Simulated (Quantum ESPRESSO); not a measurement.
CoO: Wannier functions under several settings

```
Co O
1.0
     1.50547    0.86918    2.43993
    -1.50547    0.86918    2.43993
     0.00000   -1.73837    2.43993
Co O
1 1
Direct
  0.00000 0.00000 0.00000
  0.50000 0.50000 0.50000
```

The cell is a database's computed one.

All runs used Quantum ESPRESSO 7.5; potentials PseudoDojo 0.4.1 SR PBE standard; k mesh 9 × 9 × 9; given cell; collinear spin, ferromagnetic start; cutoff 1306 eV; occupations fermi-dirac, width 0.05 eV.

| level | start | Wannier mesh | spread a function (Å²) | RMS miss of the bands (meV) |
| --- | --- | --- | --- | --- |
| PBE | atomic projections with disentanglement | 6 × 6 × 6 | ? | ? |
| PBE | atomic projections with disentanglement, not minimised | 6 × 6 × 6 | 0.87 | 2 |
| PBE | SCDM with an erfc weight | 6 × 6 × 6 | 1.18 | 13 |

What stands in the row left open?

Spread a function 0.62 Å²; RMS miss of the bands 2 meV.

Caveats: a cell with one magnetic atom can't hold antiferromagnetic order, which such compounds often take; the Wannier minimisation didn't converge (some runs).

For the row left open. Caveat: the Wannier minimisation didn't converge; a cell with one magnetic atom can't hold antiferromagnetic order, which such compounds often take.
